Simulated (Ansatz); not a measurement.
Set up this calculation in Ansatz 0.2.0, as the native input.

```
Task                : single point
Functional          : PBE
Potentials or basis : all-electron LAPW, scalar-relativistic
Cutoff              : 214 eV (chosen from the basis error)
Basis error allowed : 0.001 eV/atom
k mesh              : 10 × 10 × 5
Occupations         : fermi-dirac, width 0.05 eV
Spin                : no spin polarisation
```

The system is Hf.

```
Hf
1.0
     3.19670   -0.03197    0.00000
    -1.62603    2.78441    0.00000
     0.00000    0.00000    5.05780
Hf
2
Direct
  0.66667 0.33333 0.75000
  0.33333 0.66667 0.25000
```

The cell isn't the ideal one: strain = -0.02.

The input as run:

input.yaml

```yaml
crystal:
  lattice:
    - [3.1967, -0.031967, 0.0]
    - [-1.6260342341, 2.7844069083, 0.0]
    - [0.0, 0.0, 5.0578]
  atoms:
    - { symbol: Hf, position: [0.6666666667, 0.3333333333, 0.75] }
    - { symbol: Hf, position: [0.3333333333, 0.6666666667, 0.25] }
kpoints:
  mp_grid: { grid: [10, 10, 5] }
scf:
  occupations: { method: fermi_dirac, width: 0.05 }
hamiltonian:
  xc: pbe
  pseudopotentials: { kind: all_electron, lapw: { basis_error: 0.001 } }
output:
  forces: true
  stress: true
  eigenvalues: true
```

Potentials or basis: all-electron LAPW, scalar-relativistic.

Launch:

```bash
$ ansatz run input.yaml --threads 1 --pin off --max-ram 3072MiB --backend cpu --events-out ev --progress --plain --runs-dir out
```

Results of the run:

| Quantity | Value |
| --- | --- |
| Pressure | 0.6 GPa |
| Largest force | 0.050 eV/Å |
| Band gap on the k mesh | none (metal or under the smearing width) |

Wall time 70 s on 1 thread of Arm Neoverse V1, on a shared host, peak memory 0.6 GiB.
